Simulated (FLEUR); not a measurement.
**Al: equation of state with PBE**

**Measured values to compare with.**

“The interpretation of polycrystalline coherent inelastic neutron scattering from aluminium”, 2013, pmc:3831299 quotes, for a bulk crystal of Al: bulk modulus 76.9 GPa.

Al:

```
CELL_PARAMETERS angstrom
0.00000 2.02481 2.02481
2.02481 0.00000 2.02481
2.02481 2.02481 0.00000
ATOMIC_POSITIONS crystal
Al 0.00000 0.00000 0.00000
```

- Program: FLEUR MaX-R8.1 (later development tree)
- Task: equation of state
- Functional: PBE
- Potentials or basis: all-electron
- Basis: FLAPW
- Kmax: 4.5 1/bohr
- k mesh: 11 × 11 × 11
- Occupations: fermi-dirac, width 0.05 eV
- Spin: no spin polarisation
- inpgen profile: moderate
- Gmax: 22.5 1/bohr
- Muffin-tin radii: Al 2.45 bohr
- lmax: Al 10
- Local orbitals a species: Al 4

| Quantity | Value |
| --- | --- |
| Equilibrium volume | 16.51 Å³/atom |
| Bulk modulus | 79 GPa |
| Pressure derivative of the bulk modulus | 4.4 (rough: it moves with the points fitted) |

Energy against volume, from the lowest point:
```
volume (Å³/atom)  energy (meV/atom)
          15.607              13.50
          15.939               5.17
          16.603               0.00
          17.267               7.68
          17.599              15.51
```

Measured bulk modulus of Al: 76.9 GPa (quoted in “The interpretation of polycrystalline coherent inelastic neutron scattering from aluminium”, 2013, pmc:3831299). This calculation gives 79 GPa (+2.6 %). The fit is for a static lattice scaled at fixed shape and fixed fractional positions. The cell as given is a measured one (16.60 Å³/atom); PBE puts the equilibrium volume -0.5 % from it, thermal expansion not counted.
